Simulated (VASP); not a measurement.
# Mo (Im-3m) in VASP: a series of runs

One crystal, Mo, is run at these levels: LDA; tasks: relaxation of cell and atoms.

All numbers are computed with VASP 6.6.1; they aren't measurements. Logs are shortened: lines on timing, memory, paths and dates and some standing lists are left out, and cuts for length are marked.

## (1) Starting point

It takes space group Im-3m (No. 229, cubic). Conventional cell: a = 3.147 Å, b = 3.147 Å, c = 3.147 Å, α = 90.00°, β = 90.00°, γ = 90.00°. Mo (site symmetry m-3m) has 8 Mo at 2.73 Å as nearest neighbours.

The cell was built by a generator and needn't be a form met in nature.

## (2) Relaxation of cell and atoms, LDA

Input file INCAR:

```
PREC = Accurate
ENCUT = 600
EDIFF = 1E-6
ISMEAR = 1
SIGMA = 0.1
LREAL = F
LASPH = T
NELM = 80
ALGO = Normal
ISIF = 3
LWAVE = F
LCHARG = F
IBRION = 2
NSW = 90
EDIFFG = -0.01
```

Input file KPOINTS:

```
regular mesh
0
Gamma
  16 16 16
```

Input file POSCAR:

```
Mo
1.0
   -1.5734150000      1.5734150000      1.5734150000
    1.5734150000     -1.5734150000      1.5734150000
    1.5734150000      1.5734150000     -1.5734150000
Mo
1
Direct
    0.0000000000      0.0000000000      0.0000000000
```

Potentials or basis: VASP PAW LDA potentials, release 64 (Mo_sv).

Run with:

```
cat potpaw_LDA.64/Mo_sv/POTCAR > POTCAR
mpirun -np 1 vasp_std > vasp.out
```

OUTCAR:

```text
PREC = Accurate
   ENCUT = 600
   EDIFF = 1E-6
   ISMEAR = 1
   LREAL = F
   LASPH = T
   NELM = 80
   ISIF = 3
   IBRION = 2
   NSW = 90
   EDIFFG = -0.01

 ion  position               nearest neighbor table
   1  0.000  0.000  0.000-

  LATTYP: Found a body centered cubic cell.
 ALAT       =     3.1468300000

  Lattice vectors:

 A1 = (  -1.5734150000,   1.5734150000,   1.5734150000)
 A2 = (   1.5734150000,  -1.5734150000,   1.5734150000)
 A3 = (   1.5734150000,   1.5734150000,  -1.5734150000)

Analysis of symmetry for initial positions (statically):
=====================================================================
 Subroutine PRICEL returns:
 Original cell was already a primitive cell.

 Routine SETGRP: Setting up the symmetry group for a
 body centered cubic supercell.

 Subroutine GETGRP returns: Found 48 space group operations
 (whereof 48 operations were pure point group operations)
 out of a pool of 48 trial point group operations.

The static configuration has the point symmetry O_h .

Analysis of symmetry for dynamics (positions and initial velocities):
=====================================================================
 Subroutine PRICEL returns:
 Original cell was already a primitive cell.

 Routine SETGRP: Setting up the symmetry group for a
 body centered cubic supercell.

 Subroutine GETGRP returns: Found 48 space group operations
 (whereof 48 operations were pure point group operations)
 out of a pool of 48 trial point group operations.

The dynamic configuration has the point symmetry O_h .

 Subroutine INISYM returns: Found 48 space group operations
 (whereof 48 operations are pure point group operations),
 and found     1 'primitive' translations

----------------------------------------------------------------------------------------

                                     Primitive cell

  volume of cell :      15.5808

  direct lattice vectors                    reciprocal lattice vectors
    -1.573415000  1.573415000  1.573415000     0.000000000  0.317780115  0.317780115
     1.573415000 -1.573415000  1.573415000     0.317780115  0.000000000  0.317780115
     1.573415000  1.573415000 -1.573415000     0.317780115  0.317780115  0.000000000

  length of vectors
     2.725234721  2.725234721  2.725234721     0.449408949  0.449408949  0.449408949

  position of ions in fractional coordinates (direct lattice)
     0.000000000  0.000000000  0.000000000

  ion indices of the primitive-cell ions
   primitive index   ion index
                 1           1

----------------------------------------------------------------------------------------

 KPOINTS: regular mesh

Automatic generation of k-mesh.
 Grid dimensions read from file:
 generate k-points for:   16   16   16

 Generating k-lattice:

  Cartesian coordinates                     Fractional coordinates (reciprocal lattice)
     0.000000000  0.019861257  0.019861257     0.062500000  0.000000000  0.000000000
     0.019861257  0.000000000  0.019861257     0.000000000  0.062500000  0.000000000
     0.019861257  0.019861257  0.000000000     0.000000000  0.000000000  0.062500000

  Length of vectors
     0.028088059  0.028088059  0.028088059

  Shift w.r.t. Gamma in fractional coordinates (k-lattice)
     0.000000000  0.000000000  0.000000000

 Subroutine IBZKPT returns following result:
 ===========================================

 Found    145 irreducible k-points:

 Following reciprocal coordinates:
            Coordinates               Weight
  0.000000  0.000000  0.000000      1.000000
  0.062500  0.000000  0.000000     12.000000
  0.125000  0.000000  0.000000     12.000000
  0.187500  0.000000  0.000000     12.000000
  0.250000  0.000000  0.000000     12.000000
  0.312500  0.000000  0.000000     12.000000
[... 16 lines left out ...]
  0.187500  0.187500  0.000000     24.000000
  0.250000  0.187500  0.000000     48.000000
 [... further k-points ...]
   k-points           NKPTS =    145   k-points in BZ     NKDIM =    145   number of bands    NBANDS=     11
   number of dos      NEDOS =    301   number of ions     NIONS =      1
   total plane-waves  NPLWV =  13824
   dimension x,y,z NGX =    24 NGY =   24 NGZ =   24
   dimension x,y,z NGXF=    48 NGYF=   48 NGZF=   48
   ions per type =               1
   NGX,Y,Z   is equivalent  to a cutoff of  14.64, 14.64, 14.64 a.u.
   NGXF,Y,Z  is equivalent  to a cutoff of  29.28, 29.28, 29.28 a.u.
 SYSTEM =  unknown system
   PREC   = accura    normal or accurate (medium, high low for compatibility)
   ISTART =      0    job   : 0-new  1-cont  2-samecut
   ICHARG =      2    charge: 1-file 2-atom 10-const
   ISPIN  =      1    spin polarized calculation?
   LNONCOLLINEAR =      F non collinear calculations
   LSORBIT =      F    spin-orbit coupling
   LASPH  =      T    aspherical Exc in radial PAW
   ENCUT  =  600.0 eV  44.10 Ry    6.64 a.u.   5.44  5.44  5.44*2*pi/ulx,y,z
   NELM   =     80;   NELMIN=  2; NELMDL= -5     # of ELM steps
   EDIFF  = 0.1E-05   stopping-criterion for ELM
   LREAL  =      F    real-space projection
   EDIFFG = -.1E-01   stopping-criterion for IOM
   NSW    =     90    number of steps for IOM
   IBRION =      2    ionic relax: 0-MD 1-quasi-New 2-CG
   NFREE  =      1    steps in history (QN), initial steepest desc. (CG)
   ISIF   =      3    stress and relaxation
   ISYM   =      2    0-nonsym 1-usesym 2-fastsym
   POTIM  = 0.5000    time-step for ionic-motion
   TEBEG  =    0.0;   TEEND  =   0.0 temperature during run
   PSTRESS=    0.0 pullay stress
   NELECT =      14.0000    total number of electrons
   NUPDOWN=      -1.0000    fix difference up-down
   EMIN   =  10.00;   EMAX   =-10.00  energy-range for DOS
   EFERMI =   0.00;   METHOD = LEGACY
   ISMEAR =     1;   SIGMA  =   0.10  broadening in eV -4-tet -1-fermi 0-gaus
   EFERMI_NEDOS =   21; number of points for ismear=-14 and -15
   IALGO  =     38    algorithm
   IMIX   =      4    mixing-type and parameters
     AMIX     =   0.40;   BMIX     =  1.00
     AMIX_MAG =   1.60;   BMIX_MAG =  1.00
  volume/ion in A,a.u.               =      15.58       105.14
  Fermi-wavevector in a.u.,A,eV,Ry     =   1.579747  2.985289 33.954710  2.495601
  Thomas-Fermi vector in A             =   2.680079
   LORBIT       =      0    0 simple, 1 ext, 2 COOP (PROOUT), +10 PAW based schemes
   GGA     = CA    functional components
   LHFCALC =     F    Hartree Fock is set to
   AEXX    =    0.0000 exact exchange contribution
   IVDW    =     0    specifies the selected vdW correction
   LEPSILON=     F    determine dielectric tensor
   LRPA    =     F    only Hartree local field effects (RPA)
 conjugate gradient relaxation of ions
 non-spin polarized calculation
 Methfessel and Paxton  Order N= 1 SIGMA  =   0.10
  energy-cutoff  :      600.00
  volume of cell :       15.58
 maximum number of plane-waves:       537
 NGX is ok and might be reduce to    24
   NGX = 11   NGY = 11   NGZ = 11

--------------------------------------- Ionic step        1  -------------------------------------------

 number of electron      14.0000002 magnetization

 Free energy of the ion-electron system (eV)
  ---------------------------------------------------
  ext. energy  EPLUGINS =         0.00000000
  ---------------------------------------------------
  free energy    TOTEN  =       -12.12388013 eV

  energy without entropy =      -12.12443515  energy(sigma->0) =      -12.12406514

------------------------ aborting loop because EDIFF is reached ----------------------------------------

  FORCE on cell =-STRESS in cart. coord.  units (eV):
  Direction    XX          YY          ZZ          XY          YZ          ZX
  --------------------------------------------------------------------------------------
  -------------------------------------------------------------------------------------
  Total       -0.8139560     -0.8139560     -0.8139560      0.0000000      0.0000000      0.0000000
  in kB      -83.6992658    -83.6992658    -83.6992658      0.0000000      0.0000000      0.0000000
  external PRESSURE =     -83.6992658 kB  Pullay stress =       0.0000000 kB
[... 90 lines left out ...]
  energy  without entropy=      -12.1367162075  energy(sigma->0) =      -12.13648731

--------------------------------------- Ionic step        4  -------------------------------------------

 number of electron      13.9999999 magnetization

 Free energy of the ion-electron system (eV)
  ---------------------------------------------------
  ext. energy  EPLUGINS =         0.00000000
  ---------------------------------------------------
  free energy    TOTEN  =       -12.13638779 eV

  energy without entropy =      -12.13672167  energy(sigma->0) =      -12.13649908

 E-fermi :  13.0405     XC(G=0): -13.7909

 val. band max:       13.0321164565   @ k =  -0.1250   0.1250   0.1250
 cond. band min:      13.0621393808   @ k =   0.1875   0.0000   0.0000
 fundamental gap:      0.0300229243
 Fermi energy:        13.0405021589

 k-point     1 :       0.0000    0.0000    0.0000
  band No.  band energies     occupation
      1     -47.9202      2.00000
      2     -21.2785      2.00000
      3     -21.2785      2.00000
      4     -21.2785      2.00000
      5       5.6833      2.00000
      6      11.5803      2.00000
      7      11.5803      2.00000
      8      11.5803      2.00000
      9      14.7062     -0.00000
     10      14.7062     -0.00000
     11      27.8890      0.00000
[... 309 lines left out ...]
 k-point    24 :       0.2500    0.1875    0.0000
  band No.  band energies     occupation
      1     -47.6461      2.00000
      2     -22.5186      2.00000
      3     -21.7925      2.00000
      4     -21.4162      2.00000
      5       8.7063      2.00000
      6       9.9649      2.00000
      7      11.1972      2.00000
      8      14.1260     -0.00000
      9      15.5301      0.00000
     10      17.8973      0.00000
     11      26.5586      0.00000

 [... further k-points ...]

------------------------ aborting loop because EDIFF is reached ----------------------------------------

  FORCE on cell =-STRESS in cart. coord.  units (eV):
  Direction    XX          YY          ZZ          XY          YZ          ZX
  --------------------------------------------------------------------------------------
  -------------------------------------------------------------------------------------
  Total       -0.0035371     -0.0035371     -0.0035371      0.0000000      0.0000000     -0.0000000
  in kB       -0.3749085     -0.3749085     -0.3749085      0.0000000      0.0000000     -0.0000000
  external PRESSURE =      -0.3749085 kB  Pullay stress =       0.0000000 kB
[... 16 lines left out ...]
  FREE ENERGIE OF THE ION-ELECTRON SYSTEM (eV)
  ---------------------------------------------------
  free  energy   TOTEN  =       -12.1363877860 eV

  energy  without entropy=      -12.1367216663  energy(sigma->0) =      -12.13649908

 reached required accuracy - stopping structural energy minimisation
```

It took 36 s on 1 thread of Intel Xeon Platinum 8488C (Sapphire Rapids), shared host; peak memory 0.16 GiB.

Results:

| Quantity | Value |
| --- | --- |
| Free energy | -12.1364 eV |
| Relaxed volume | 15.12 Å³/atom |
| Relaxed cell | a = 2.698 Å, b = 2.698 Å, c = 2.698 Å, α = 109.47°, β = 109.47°, γ = 109.47° |
| Space group after relaxing (to 0.05 Å) | Im-3m (No. 229) |
| Energy gained by relaxing | 12.5 meV/atom |
| Ionic steps | 4 |
| Pressure after relaxing | 0.0 GPa |
| Band gap on the k mesh | none (metal or under the smearing width) |

Step by step:
```
step  energy change (eV)  largest force (eV/Å)  pressure (GPa)  volume (Å³)
   1              0.0000                0.0000           -8.37        15.58
   2              0.1053                0.0000           31.43        13.82
   3             -0.0125                0.0000           -0.30        15.13
   4             -0.0125                0.0000           -0.04        15.12
```

Final structure:
```cif
data_structure
_symmetry_space_group_name_H-M 'P 1'
_symmetry_Int_Tables_number 1
_cell_length_a 2.6978
_cell_length_b 2.6978
_cell_length_c 2.6978
_cell_angle_alpha 109.471
_cell_angle_beta 109.471
_cell_angle_gamma 109.471
_cell_volume 15.12
loop_
_atom_site_label
_atom_site_type_symbol
_atom_site_fract_x
_atom_site_fract_y
_atom_site_fract_z
_atom_site_occupancy
Mo1 Mo 0.00000 0.00000 0.00000 1
```

## (3) Relaxation of cell and atoms, LDA

This run uses another cell than the first one, of 15.12 Å³/atom, 0.970 times its volume.

Changes to INCAR since step 2:

```diff
@@ -2,3 +2,3 @@
 ENCUT = 600
-EDIFF = 1E-6
+EDIFF = 1E-7
 ISMEAR = 1
@@ -14,2 +14,2 @@
 NSW = 90
-EDIFFG = -0.01
+EDIFFG = -0.005
```

KPOINTS is that of step 2.

Input file POSCAR:

```
Mo                                      
1.0
   -1.5575985875      1.5575985875      1.5575985875
    1.5575985875     -1.5575985875      1.5575985875
    1.5575985875      1.5575985875     -1.5575985875
  Mo            
     1
Direct
     0.0000000000000000    0.0000000000000000    0.0000000000000000
```

Potentials or basis: VASP PAW LDA potentials, release 64 (Mo_sv).

Run with:

```
cat potpaw_LDA.64/Mo_sv/POTCAR > POTCAR
mpirun -np 1 vasp_std > vasp.out
```

OUTCAR:

```text
PREC = Accurate
   ENCUT = 600
   EDIFF = 1E-7
   ISMEAR = 1
   LREAL = F
   LASPH = T
   NELM = 80
   ISIF = 3
   IBRION = 2
   NSW = 90
   EDIFFG = -0.005

 ion  position               nearest neighbor table
   1  0.000  0.000  0.000-

  LATTYP: Found a body centered cubic cell.
 ALAT       =     3.1151971750

  Lattice vectors:

 A1 = (  -1.5575985875,   1.5575985875,   1.5575985875)
 A2 = (   1.5575985875,  -1.5575985875,   1.5575985875)
[... 518 lines left out ...]
     11      26.5586      0.00000

 [... further k-points ...]

------------------------ aborting loop because EDIFF is reached ----------------------------------------

  FORCE on cell =-STRESS in cart. coord.  units (eV):
  Direction    XX          YY          ZZ          XY          YZ          ZX
  --------------------------------------------------------------------------------------
  -------------------------------------------------------------------------------------
  Total       -0.0047678     -0.0047678     -0.0047678      0.0000000      0.0000000     -0.0000000
  in kB       -0.5053563     -0.5053563     -0.5053563      0.0000000      0.0000000     -0.0000000
  external PRESSURE =      -0.5053563 kB  Pullay stress =       0.0000000 kB

 VOLUME and BASIS-vectors are now :
 -----------------------------------------------------------------------------
  energy-cutoff  :      600.00
  volume of cell :       15.12
      direct lattice vectors                 reciprocal lattice vectors
    -1.557598588  1.557598588  1.557598588     0.000000000  0.321006968  0.321006968
     1.557598588 -1.557598588  1.557598588     0.321006968  0.000000000  0.321006968
     1.557598588  1.557598588 -1.557598588     0.321006968  0.321006968  0.000000000

 POSITION                                       TOTAL-FORCE (eV/Angst)
 -----------------------------------------------------------------------------------
      0.00000      0.00000      0.00000         0.000000      0.000000     -0.000000
 -----------------------------------------------------------------------------------
    total drift:                                0.000000      0.000000     -0.000000

  FREE ENERGIE OF THE ION-ELECTRON SYSTEM (eV)
  ---------------------------------------------------
  free  energy   TOTEN  =       -12.1360307850 eV

  energy  without entropy=      -12.1363647837  energy(sigma->0) =      -12.13614212

 reached required accuracy - stopping structural energy minimisation
```

OSZICAR:

```text
N       E                     dE             d eps       ncg     rms          rms(c)
DAV:   1     0.108763603538E+03    0.10876E+03   -0.88613E+03  3190   0.147E+03
DAV:   2    -0.111687547834E+02   -0.11993E+03   -0.11572E+03  3361   0.379E+02
DAV:   3    -0.128468964519E+02   -0.16781E+01   -0.16650E+01  3643   0.465E+01
DAV:   4    -0.128516966874E+02   -0.48002E-02   -0.47999E-02  3495   0.286E+00
DAV:   5    -0.128517240969E+02   -0.27410E-04   -0.27410E-04  3690   0.213E-01    0.168E+01
DAV:   6    -0.122321717433E+02    0.61955E+00   -0.10494E+00  3424   0.128E+01    0.442E+00
DAV:   7    -0.121428171911E+02    0.89355E-01   -0.19424E-01  3677   0.503E+00    0.912E-01
DAV:   8    -0.121360144860E+02    0.68027E-02   -0.52269E-03  3368   0.100E+00    0.222E-01
DAV:   9    -0.121360192195E+02   -0.47335E-05   -0.12480E-04  3803   0.152E-01    0.879E-02
DAV:  10    -0.121360307971E+02   -0.11578E-04   -0.92960E-06  3531   0.399E-02    0.143E-03
DAV:  11    -0.121360307850E+02    0.12067E-07   -0.96369E-08  2474   0.462E-03
   1 F= -.12136031E+02 E0= -.12136142E+02  d E =-.121360E+02
```

CONTCAR:

```text
Mo
   1.00000000000000
    -1.5575985875000000    1.5575985875000000    1.5575985875000000
     1.5575985875000000   -1.5575985875000000    1.5575985875000000
     1.5575985875000000    1.5575985875000000   -1.5575985875000000
  Mo
     1
Direct
     0.0000000000000000    0.0000000000000000    0.0000000000000000

  0.00000000E+00  0.00000000E+00  0.00000000E+00
```

Run time: 12 s. Hardware: 1 thread of Intel Xeon Platinum 8488C (Sapphire Rapids), shared host; peak memory 0.15 GiB.

Results:

```
Free energy             : -12.1360 eV
Pressure after relaxing : -0.1 GPa
Band gap on the k mesh  : none (metal or under the smearing width)
```

Final structure:
```yaml
crystal:
  lattice:
    - [-1.55760, 1.55760, 1.55760]
    - [1.55760, -1.55760, 1.55760]
    - [1.55760, 1.55760, -1.55760]
  atoms:
    - { symbol: Mo, position: [0.00000, 0.00000, 0.00000] }
```

Levels at points of the mesh, in eV from the Fermi level:
```csv
k point,band 3,band 4,band 5,band 6,band 7,band 8,band 9,band 10,band 11
"(0.00, 0.00, 0.00)",-34.32,-34.32,-7.36,-1.46,-1.46,-1.46,1.67,1.67,14.85
"(0.50, 0.00, 0.00)",-34.82,-34.33,-5.56,-3.60,1.72,1.79,2.37,5.00,12.01
"(0.50, 0.50, 0.50)",-35.40,-35.40,-5.75,-5.75,4.19,4.19,4.19,9.29,9.29
```

Caveat: the relaxation stopped at its first step, so nothing moved.
